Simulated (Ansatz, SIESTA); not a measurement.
Given: the input of a run of Ansatz 0.2.0 on Ge. Atoms were shifted at random by some hundredths of an Å from the given cell, which wasn't relaxed again for these runs. This isn't the form of Ge at room conditions, which is diamond.

Contents of input.yaml:

```yaml
crystal:
  lattice:
    - [-2.574489719, 2.574489719, 1.3974126432]
    - [2.574489719, -2.574489719, 1.3974126432]
    - [2.574489719, 2.574489719, -1.3974126432]
  atoms:
    - { symbol: Ge, position: [0.478934, 0.474351, -0.006719] }
    - { symbol: Ge, position: [0.245043, 0.742521, 0.506913] }
hamiltonian:
  xc: pbesol
  pseudopotentials: { kind: paw }
kpoints:
  mp_grid: { grid: [11, 11, 11] }
scf:
  occupations: { method: fermi_dirac, width: 0.05 }
output:
  forces: true
  stress: true
  eigenvalues: true
  write_density: true
  write_potential: true
  elf: true
  volumetric_format: npy
```

Potentials or basis: Ansatz PAW.

Run with:

```bash
$ ansatz run input.yaml --threads 1 --pin off --max-ram 3584MiB --backend cpu --events-out ev --progress --plain --runs-dir out
```

**Question.** Translate it to SIESTA 5.4.2. Potentials or basis there: files PseudoDojo sr-pbesol-0.4.1-standard, DZP (energy shift 0.003 Ry; two zetas on semicore shells).

**Answer.** As run (cutoffs and basis follow the program's own potentials, and thresholds, step limits or extra output files can differ):

Ge.fdf

```
SystemName                      Ge
SystemLabel                     Ge
NumberOfSpecies                 1
NumberOfAtoms                   2
%block ChemicalSpeciesLabel
  1  32 Ge
%endblock ChemicalSpeciesLabel

LatticeConstant                 1.0 Ang
%block LatticeVectors
    -2.5744897190     2.5744897190     1.3974126432
     2.5744897190    -2.5744897190     1.3974126432
     2.5744897190     2.5744897190    -1.3974126432
%endblock LatticeVectors
AtomicCoordinatesFormat         Fractional
%block AtomicCoordinatesAndAtomicSpecies
     0.4789340000     0.4743510000    -0.0067190000  1  Ge
     0.2450430000     0.7425210000     0.5069130000  1  Ge
%endblock AtomicCoordinatesAndAtomicSpecies

%block kgrid.MonkhorstPack
   11   0   0  0.0
    0  11   0  0.0
    0   0  11  0.0
%endblock kgrid.MonkhorstPack
XC.Functional                   GGA
XC.Authors                      PBEsol
PAO.BasisSize                   DZP
PAO.EnergyShift                 0.003 Ry
Mesh.Cutoff                     800 Ry
OccupationFunction              FD
ElectronicTemperature           0.05 eV
MaxSCFIterations                120
SCF.MustConverge                false
SCF.Mixer.Method                Pulay
SCF.Mixer.Weight                0.25
SCF.Mixer.History               8
SCF.DM.Tolerance                5.0e-05
SCF.H.Tolerance                 1.0e-03 eV
WriteForces                     true
Charge.Mulliken                 end
%block PAO.Basis
  Ge 4
  n=4 0 2
    5.960 0.000
  n=4 1 2
    8.130 0.000
  n=3 2 2
    3.189 0.000
  n=4 2 1
    8.130
%endblock PAO.Basis
```

Potentials or basis: PseudoDojo 0.4 standard (PBEsol files), converted to PSML, two zetas on semicore shells, DZP (energy shift 0.003 Ry; two zetas on semicore shells).

Run with:

```bash
$ siesta Ge.fdf > Ge.out 2>&1
```

Both were run:

|  | Ansatz | SIESTA |
| --- | --- | --- |
| Pressure | -0.5 GPa | 1.2 GPa |
| Largest force | 0.185 eV/Å | 0.212 eV/Å |
| Energy over the undisturbed cell | 2.4 meV/atom | 2.8 meV/atom |

Ansatz's pressure holds a Pulay term of +0.03 GPa for its cutoff of 420 eV, which the other run lacks.

Ansatz's potentials were made for PBE.

Where Ansatz's input types no cutoff or centring, it takes its own default and a Γ-centred mesh.

Pressure is positive in compression.
